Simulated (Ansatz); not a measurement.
# NaCl: a single-point run

Aim: a sound single-point run of NaCl. The structure is shown as the input types it.

The COD cell was measured well above room temperature, so it is larger than a cold one.

Method: DFT, PBE, PAW with Ansatz's default frozen-core files, scalar-relativistic, in Ansatz 0.2.0.

## Step 1: Starting point

Symmetry: R-3m, No. 166, trigonal system. The conventional cell has a = 3.975 Å, b = 3.975 Å, c = 9.957 Å, α = 90.00°, β = 90.00°, γ = 120.00°. Na (site symmetry -3m) is surrounded by 6 Cl at 2.83 Å. Around Cl (site symmetry -3m) lie 6 Na at 2.83 Å.

Coordinates:

```
Na Cl
1.0
     0.04248    2.85299    2.85299
     2.85299    0.04248    2.85299
     2.85299    2.85299    0.04248
Na Cl
1 1
Cartesian
  0.0000 0.0000 0.0000
  2.8742 2.8742 2.8742
```

## Step 2: The calculation

input.yaml reads:

```yaml
crystal:
  lattice:
    - [0.04247625, 2.852988125, 2.852988125]
    - [2.852988125, 0.04247625, 2.852988125]
    - [2.852988125, 2.852988125, 0.04247625]
  atoms:
    - { symbol: Na, position: [0.0, 0.0, 0.0] }
    - { symbol: Cl, position: [0.5, 0.5, 0.5] }
kpoints:
  mp_grid: { grid: [7, 7, 7] }
scf:
  occupations: { method: fermi_dirac, width: 0.03 }
  max_iter: 75
hamiltonian:
  xc: pbe
  pseudopotentials: { kind: paw }
output:
  forces: true
  stress: true
  eigenvalues: true
  efg: { contact_densities: true }
basis:
  ecutwfc: "120 eV"
```

Launch:

```
ansatz run input.yaml --threads 1 --pin off --max-ram 2048MiB --backend cpu --events-out ev --progress --plain --runs-dir out
```

Q: Will this input give a usable result? If not, why, and what should change?

The SCF settled after 8 cycles, but the program rejected the state: the PAW expansion on Na puts 2.07 electrons into one spin orbital, where Pauli's rule allows one and the program refuses over 2. Such a state lies outside what the potentials can describe, so there is no result.

The suspect setting: basis.ecutwfc is 120 eV. With so few plane waves the basis is incomplete by a wide margin. The potentials' recommended cutoff is 420 eV.

What to do: delete basis.ecutwfc (the default then holds).
